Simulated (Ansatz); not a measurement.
(110) slab cut from the bulk of Cu, Fm-3m (No. 225); the slab's formula is Cu:

```
Cu
1.0
     2.51968    0.00000    0.00000
     0.00000    3.56337    0.00000
     0.00000    0.00000   25.07874
Cu
9
Direct
  0.50000 0.50000 0.29906
  0.00000 0.00000 0.34929
  0.50000 0.50000 0.39953
  0.00000 0.00000 0.44976
  0.50000 0.50000 0.50000
  0.00000 0.00000 0.55024
  0.50000 0.50000 0.60047
  0.00000 0.00000 0.65071
  0.50000 0.50000 0.70094
```

All numbers below come from Ansatz, DFT PBEsol, scalar-relativistic, plane waves, PAW. Plane waves to 420 eV, a k mesh through Γ of 14×10×1 on the computed 9-atom cell and Gaussian smearing (0.10 eV); no spin polarisation. A dipole correction removes the field between periodic images along c.

Q: What forces act on the atoms?

A:
| atom | Fx (eV/Å) | Fy (eV/Å) | Fz (eV/Å) |
| --- | --- | --- | --- |
| Cu1 | 0.000 | 0.000 | 0.483 |
| Cu2 | 0.000 | 0.000 | -0.391 |
| Cu3 | 0.000 | 0.000 | -0.047 |
| Cu4 | 0.000 | 0.000 | 0.013 |
| Cu5 | 0.000 | 0.000 | 0.000 |
| Cu6 | 0.000 | 0.000 | -0.013 |
| Cu7 | 0.000 | 0.000 | 0.047 |
| Cu8 | 0.000 | 0.000 | 0.391 |
| Cu9 | 0.000 | 0.000 | -0.483 |

Cost: 1 run of about 2.6 core-minutes, on Intel Xeon Processor @ 2.70GHz (shared hosts).